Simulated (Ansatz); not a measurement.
Ansatz input file:

```yaml
crystal:
  lattice:
    - [8.0435461363, 0.0, 0.0]
    - [0.0, 4.616033873, 0.0]
    - [0.0, 0.0, 7.9921958172]
  atoms:
    - { symbol: Te, position: [0.2499675493, 0.75, 0.0834346197] }
    - { symbol: Te, position: [0.7499675493, 0.75, 0.4165653803] }
    - { symbol: Te, position: [0.2500324507, 0.25, 0.5834346197] }
    - { symbol: Te, position: [0.7500324507, 0.25, 0.9165653803] }
    - { symbol: Pb, position: [-4.97983e-05, 0.75, 0.7500021211] }
    - { symbol: Pb, position: [0.4999502017, 0.75, 0.7499978789] }
    - { symbol: Pb, position: [0.5000497983, 0.25, 0.2500021211] }
    - { symbol: Pb, position: [1.0000497983, 0.25, 0.2499978789] }
basis:
  ecutwfc: 420
kpoints:
  mp_grid: { grid: [6, 8, 6] }
hamiltonian:
  xc: pbe
scf:
  occupations: { method: gaussian, width: 0.01 }
output:
  forces: true
  stress: true
  eigenvalues: true
relax:
  adjacent_minimum: "off"
  f_tol: 0.01
  max_steps: 30
  cell: { stress_tol: 0.1, fix: [volume] }
```

Run as
```bash
ansatz run input.yaml --threads 2 --pin off --max-ram 5120MiB --backend cpu --events-out ev --progress --plain --runs-dir out
```

Computed with DFT PBE, scalar-relativistic, plane waves, PAW (Ansatz).

Part of what the program printed, abridged (final results; tables in files aren't shown):

```
SCF 3 converged in 4 iterations: F = -75548.440728 eV  dr2 = 1.99e-10
SCF converged after 4 iterations
Free energy (F): -75548.440728 eV
Harris-Foulkes:  -75548.440728 eV  (|F-HF|=2.91e-11)
Internal energy: -75548.440728 eV  (E = F + TS)
E sigma→0 (E₀):  -75548.440728 eV
Fermi energy:    7.863265 eV
--- Per-component energies (eV) ---
  E_band       = -1405.412853
  E_kinetic    = 1864.814550
  E_local      = -10175.085013  (includes V_loc(G=0)·N_el)
  E_nonlocal   = 158.502493
  E_hartree    = 5268.198718
  E_xc         = -1378.475539
  E_vxc        = -943.147314  (∫ρ·V_xc dr)
  E_paw        = -60264.606162  (= ΣΔE_a)
  E_vpaw       = -2846.895770  (= ΣTr[D̂ρ^β])
  E_aug_tail   = -0.000686  (compensation charges beyond the density's cutoff)
  E_ewald      = -11021.789088
  E_smearing   =  0.000000  (= −TS)
--- Forces (eV/Å), atoms counted from 1 ---
  atom   1  Te    -0.00004434     0.00000000     0.00004138
  atom   2  Te    -0.00004434     0.00000000    -0.00004138
  atom   3  Te     0.00004434     0.00000000     0.00004138
  atom   4  Te     0.00004434     0.00000000    -0.00004138
  atom   5  Pb     0.00007645     0.00000000     0.00010765
  atom   6  Pb     0.00007645     0.00000000    -0.00010765
  atom   7  Pb    -0.00007645     0.00000000     0.00010765
  atom   8  Pb    -0.00007645     0.00000000    -0.00010765
--- Stress (GPa, compression-positive) ---
       -1.053338       0.000000       0.000000
        0.000000      -1.015059       0.000000
        0.000000       0.000000      -1.013311
  P = ⅓ Tr σ = -1.0272 GPa (-10.272 kbar)
--- Band table (eV; the first three rows and the last of 80) ---
  k-point 0: bands = ["-28.5710", "-28.5708", "-28.5707", "-28.5706", "-28.5688", "-28.5687", "-28.5686", "-28.5686", "-28.5686", "-28.5684", "-28.5684", "-28.5683", "-28.5523", "-28.5523", "-28.5523", "-28.5523", "-28.5523", "-28.5522", "-28.5517", "-28.5517", "-9.3875", "-9.3762", "-9.3688", "-9.3594", "-9.3594", "-9.3560", "-9.3547", "-9.3496", "-9.3496", "-9.3473", "-9.3432", "-9.3431", "-9.3339", "-9.3330", "-9.3291", "-9.3221", "-9.3217", "-9.3216", "-9.3054", "-9.2940", "-4.0508", "-2.9056", "-2.8055", "-2.7225", "-0.9110", "-0.6341", "-0.0763", "1.2839", "3.7121", "4.2152", "5.1433", "6.0050", "6.3168", "6.3181", "6.6915", "6.6932", "6.8217", "6.8223", "6.8617", "7.6595", "7.9338", " ...
  k-point 1: bands = ["-28.5710", "-28.5708", "-28.5707", "-28.5707", "-28.5688", "-28.5687", "-28.5686", "-28.5686", "-28.5686", "-28.5684", "-28.5684", "-28.5683", "-28.5523", "-28.5523", "-28.5523", "-28.5522", "-28.5522", "-28.5522", "-28.5518", "-28.5518", "-9.3855", "-9.3757", "-9.3691", "-9.3610", "-9.3586", "-9.3555", "-9.3547", "-9.3499", "-9.3485", "-9.3473", "-9.3438", "-9.3429", "-9.3349", "-9.3341", "-9.3286", "-9.3222", "-9.3221", "-9.3216", "-9.3047", "-9.2948", "-4.0031", "-3.0367", "-2.8780", "-2.6184", "-0.8680", "-0.4888", "-0.1519", "1.1587", "3.8365", "4.3942", "5.1961", "6.0335", "6.1417", "6.1733", "6.5503", "6.6443", "6.7114", "6.8584", "6.8601", "7.2699", "8.1378", " ...
  k-point 2: bands = ["-28.5709", "-28.5708", "-28.5708", "-28.5707", "-28.5688", "-28.5687", "-28.5686", "-28.5686", "-28.5686", "-28.5685", "-28.5684", "-28.5684", "-28.5523", "-28.5523", "-28.5523", "-28.5522", "-28.5521", "-28.5521", "-28.5519", "-28.5519", "-9.3804", "-9.3744", "-9.3700", "-9.3655", "-9.3568", "-9.3546", "-9.3541", "-9.3508", "-9.3471", "-9.3456", "-9.3452", "-9.3421", "-9.3377", "-9.3368", "-9.3274", "-9.3236", "-9.3222", "-9.3218", "-9.3027", "-9.2970", "-3.8626", "-3.3493", "-2.8025", "-2.6199", "-0.7439", "-0.3377", "-0.1152", "0.8213", "4.1938", "4.8823", "5.3499", "5.4373", "5.8849", "6.0628", "6.5202", "6.5561", "6.6195", "6.7645", "6.8346", "6.8730", "8.3139", " ...
  k-point 79: bands = ["-28.5707", "-28.5707", "-28.5707", "-28.5707", "-28.5687", "-28.5687", "-28.5687", "-28.5687", "-28.5685", "-28.5685", "-28.5685", "-28.5685", "-28.5522", "-28.5522", "-28.5522", "-28.5522", "-28.5517", "-28.5517", "-28.5517", "-28.5517", "-9.3688", "-9.3688", "-9.3688", "-9.3688", "-9.3433", "-9.3433", "-9.3433", "-9.3433", "-9.3417", "-9.3417", "-9.3417", "-9.3417", "-9.3303", "-9.3303", "-9.3303", "-9.3303", "-9.3294", "-9.3294", "-9.3294", "-9.3294", "-2.7435", "-2.7435", "-2.7435", "-2.7435", "-0.4763", "-0.4763", "-0.4763", "-0.4763", "4.8697", "4.8697", "4.8697", "4.8697", "5.4875", "5.4875", "5.4875", "5.4875", "5.7053", "5.7053", "5.7053", "5.7053", "9.8586", ...
--- Relaxed structure (2 steps of the walk, 2 accepted, 1 SCFs on fresh bases) ---
  F+E_penalty+E_count = -75548.44072811 eV   max|allowed force component| = 1.077e-4 eV/Å   (the final SCF, on the basis selected at the relaxed cell)
  cell:  # Å, volume = 296.7445 Å³
    - [8.01580112, 0.0, 0.0]
    - [0.0, 4.62358993, 0.0]
    - [0.0, 0.0, 8.00675274]
  atoms:
    - { symbol: Te, position: [0.24998169, 0.75, 0.08336272] }
    - { symbol: Te, position: [0.74998169, 0.75, 0.41663727] }
    - { symbol: Te, position: [0.25001830, 0.25, 0.58336272] }
    - { symbol: Te, position: [0.75001830, 0.25, 0.91663727] }
    - { symbol: Pb, position: [-4.83830348e-5, 0.75, 0.75002408] }
    - { symbol: Pb, position: [0.49995161, 0.75, 0.74997591] }
    - { symbol: Pb, position: [0.50004838, 0.25, 0.25002408] }
    - { symbol: Pb, position: [1.00004838, 0.25, 0.24997591] }
```

The relaxation met its thresholds.

The run took 2.6 min on 2 threads of Arm Neoverse V1, on a shared host, peak memory 1.4 GiB.

Spin–orbit coupling is left out, which can shift energies with elements as heavy as these.